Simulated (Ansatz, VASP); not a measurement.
# CdF2 in VASP and in Ansatz

```
CELL_PARAMETERS angstrom
0.00000 2.56493 2.56493
2.56493 0.00000 2.56493
2.56493 2.56493 0.00000
ATOMIC_POSITIONS crystal
Cd 0.00000 0.00000 0.00000
F 0.25000 0.25000 0.25000
F 0.75000 0.75000 0.75000
```

Alike in both runs: functional PBE; k mesh 8 × 8 × 8; occupations gaussian, width 0.02 eV; no spin polarisation.

Ansatz relaxed the structure, and its values are those at the end. VASP's run is a single point on that final structure, the one shown.

|  | VASP | Ansatz |
| --- | --- | --- |
| version | VASP 6.6.1 | Ansatz 0.2.0 |
| potentials or method | VASP PAW PBE potentials, release 64 (Cd, F) | scalar-relativistic, plane waves, PAW |
| plane-wave cutoff (eV) | 520 | 420 |
| valence electrons in the cell | 26 | 34 |

```tsv
	VASP	Ansatz	Ansatz less VASP
gap on the k mesh at the Fermi level (eV)	3.60	3.64	+0.044
least direct gap on the mesh (eV)	3.87	3.91	+0.042
```

The two sets of potentials don't hold the same shells in valence.

 A k mesh can miss the band edges. PBE gaps usually lie below the measured ones, often by a third to a half.
